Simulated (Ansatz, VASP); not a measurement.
ZnS in VASP and in Ansatz

```
Zn S
1.0
     0.00000    2.69451    2.69451
     2.69451    0.00000    2.69451
     2.69451    2.69451    0.00000
Zn S
1 1
Direct
  0.00000 0.00000 0.00000
  0.87053 0.70982 0.70982
```

Change from the starting cell: all S atoms moved -0.375 Å, as atom 2 towards its neighbour atom 1 (Zn) at 2.334 Å.

Alike in both runs: task single point; functional r2SCAN; k mesh 8 × 8 × 8; occupations gaussian, width 0.05 eV; no spin polarisation.

|  | VASP | Ansatz |
| --- | --- | --- |
| version | VASP 6.6.1 | Ansatz 0.2.0 |
| potentials or method | VASP PAW PBE potentials, release 64 (Zn, S) | scalar-relativistic, plane waves, PAW |
| plane-wave cutoff (eV) | 520 | 500 |
| valence electrons in the cell | 18 | 18 |

Ansatz gave:

```
gap on the k mesh at the Fermi level (eV)       : 2.72
least direct gap on the mesh (eV)               : 2.72
pressure (GPa)                                  : 2.7
largest component of the traceless stress (GPa) : 2.25
rms of the force components (eV/Å)              : 0.493
```

Which values does VASP return?

gap on the k mesh at the Fermi level (eV): 2.73; least direct gap on the mesh (eV): 2.73; pressure (GPa): 2.8; largest component of the traceless stress (GPa): 2.27; rms of the force components (eV/Å): 0.492.

Atom by atom the forces differ by 0.001 eV/Å (rms over components).

Caveats: the PAW data sets were made with another functional, which shifts forces and pressure a little (VASP).
